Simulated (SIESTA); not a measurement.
NiSb (Breithauptite) under changes of volume

One of the cells (17.446 Å³/atom); the others are scaled copies at fixed shape and fractional positions:

```xyz
4
Lattice="3.9540 0.0000 0.0000 -1.9770 3.4243 0.0000 0.0000 0.0000 5.1539" Properties=species:S:1:pos:R:3 pbc="T T T"
Sb    1.9770    1.1414    3.8654
Sb    0.0000    2.2829    1.2885
Ni    0.0000    0.0000    2.5770
Ni    0.0000    0.0000    0.0000
```

```yaml
Program: SIESTA 5.4.2
Functional: PBEsol
Potentials_or_basis: PseudoDojo 0.4 standard (PBEsol files)
Basis: DZP (energy shift 0.003 Ry; two zetas on semicore shells)
Grid_cutoff: 800 Ry
Energy_shift: 0.003 Ry
k_mesh: 8 × 8 × 5
Occupations: fermi-dirac, width 0.05 eV
Spin: collinear spin, ferromagnetic start
Starting_moments: "[0.0, 0.0, 1.0, 1.0] μB"
```

```tsv
volume (Å³/atom)	energy over the lowest point (meV/atom)	pressure (GPa)
16.077	22.53	8.7
16.419	7.86	5.3
16.761	0.00	2.3
17.446	?	?
17.788	10.03	-4.7
18.130	22.21	-6.5
```

Task: What does the run at 17.446 Å³/atom give?

Result: Energy over the lowest point 1.74 meV/atom; pressure -2.7 GPa.

Worked out: A Birch-Murnaghan fit of order 3 (a polynomial in V^(-2/3)) to the other rows has its minimum at 17.04 Å³/atom with B0 = V·E''(V) = 126 GPa and B' = 5.7 at fixed shape and positions, which overstates the stiffness. It gives 1.84 meV/atom at 17.446 Å³/atom, against the run's 1.74, and -dE/dV = -2.8 GPa, against -2.7.

Energies are extrapolated to zero smearing.

Caveats: short orbitals over semicore shells can move pressures by several GPa; the basis of atomic orbitals isn't converged, which shifts pressures, moduli and gaps.
